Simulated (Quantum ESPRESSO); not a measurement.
MnO:

```xyz
4
Lattice="3.3717 0.0000 0.0000 -1.6859 2.9200 0.0000 0.0000 0.0000 5.3855" Properties=species:S:1:pos:R:3 pbc="T T T"
Mn    0.0000    1.9467    0.0590
Mn    1.6859    0.9733    2.7518
O     0.0000    1.9467    2.0221
O     1.6859    0.9733    4.7148
```

Measurements of this composition are mostly on another form, of space group No. 225.

Base run:

* Program: Quantum ESPRESSO 7.5
* Functional: LDA
* Potentials or basis: PseudoDojo 0.4.1 SR LDA standard
* Cutoff: 1306 eV
* Density cutoff: 5225 eV
* k mesh: 6 × 6 × 4
* Occupations: gaussian, width 0.05 eV
* Spin: collinear spin, ferromagnetic start
* Starting moments: [5.0, 5.0, 0.0, 0.0] μB
* Hubbard terms: Mn d U = 1 eV

Its results: band gap on the k mesh none (metal or under the smearing width); pressure -2.8 GPa; net moment 9.99 μB per cell; site moments Mn +3.86; O +0.22 μB; largest force 0.626 eV/Å.

**Question.** The run is repeated on the same cell with these changes: hubbard terms from Mn d U = 1 eV to Mn d U = 4 eV. What comes out?

**Answer.** Band gap on the k mesh 0.09 eV, direct; pressure 0.8 GPa; net moment 10.00 μB per cell; site moments Mn +3.94; O +0.15 μB; largest force 0.793 eV/Å.

Caveats: only a ferromagnetic start was run, and an antiferromagnetic order may lie lower in energy.

